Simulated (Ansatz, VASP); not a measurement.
# One calculation of WSe2, two programs

```
CELL_PARAMETERS angstrom
3.27903 0.00000 0.00000
-1.63951 2.83972 0.00000
0.00000 0.00000 12.78861
ATOMIC_POSITIONS crystal
W 0.33333 0.66667 0.25000
W 0.66667 0.33333 0.75000
Se 0.33333 0.66667 0.61829
Se 0.66667 0.33333 0.11829
Se 0.33333 0.66667 0.88171
Se 0.66667 0.33333 0.38171
```

Alike in both runs: task relaxation of cell and atoms; functional PBEsol; k mesh 12 × 12 × 2; occupations gaussian, width 0.02 eV; no spin polarisation.

|  | VASP | Ansatz |
| --- | --- | --- |
| version | VASP 6.6.1 | Ansatz 0.2.0 |
| potentials or method | VASP PAW PBE potentials, release 64 (W_sv, Se) | scalar-relativistic, plane waves, PAW |
| plane-wave cutoff (eV) | 600 | 420 |
| valence electrons in the cell | 52 | 92 |

VASP gave:

| Quantity | Value |
| --- | --- |
| gap on the k mesh at the Fermi level, each at its own relaxed structure (eV) | 1.05 |
| relaxed volume (Å³/atom) | 20.51 |
| relaxed cell length with the largest relative difference (Å) | 13.262 |
| energy change over the relaxation (meV/atom) | -4 |

Problem. Which values does Ansatz return?

Solution. gap on the k mesh at the Fermi level, each at its own relaxed structure (eV): 1.04; relaxed volume (Å³/atom): 20.42; relaxed cell length with the largest relative difference (Å): 13.224; energy change over the relaxation (meV/atom): -4.

The two sets of potentials don't hold the same shells in valence.

Caveats: the PAW data sets were made with another functional, which shifts forces and pressure a little (VASP); spin-orbit coupling is left out, which moves the levels of the heavy elements; this functional lacks dispersion, which binds the layers, so the pressure and a relaxed spacing across them are unreliable. Zero-point motion and thermal expansion aren't in these numbers. A k mesh can miss the band edges.
